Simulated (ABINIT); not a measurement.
BAs, 2 atoms in the cell. It takes space group F-43m (No. 216, cubic). Conventional cell: a = 4.777 Å, b = 4.777 Å, c = 4.777 Å, α = 90.00°, β = 90.00°, γ = 90.00°. As (site symmetry -43m) is surrounded by 4 B at 2.07 Å. B (site symmetry -43m) is surrounded by 4 As at 2.07 Å. 

| Property | Result |
| --- | --- |
| Program | ABINIT 10.8.3 (patched build) |
| Task | band structure |
| Functional | PBE |
| Potentials or basis | JTH PAW PBE v2.0 |
| Cutoff | 408 eV |
| k mesh | 10 × 10 × 10 |
| Occupations | fermi-dirac, width 0.05 eV |
| Spin | spin-orbit coupling, no magnetisation |
| Fine-grid cutoff | 816.342 eV |

Potentials or basis: JTH PAW PBE v2.0.

Launch:

```console
$ abinit run.abi > log 2>&1
```

Hardware: 1 thread of Intel(R) Xeon(R) Platinum 8488C (Sapphire Rapids) (shared host).

Task: How long does it take, and how much memory?

Result: Run time: 3.1 min on 1 thread of Intel(R) Xeon(R) Platinum 8488C (Sapphire Rapids), on a shared host, peak memory 0.17 GiB. Counts: scf iterations 12, mpi ranks 1, k points 95, bands 26, plane waves 532.
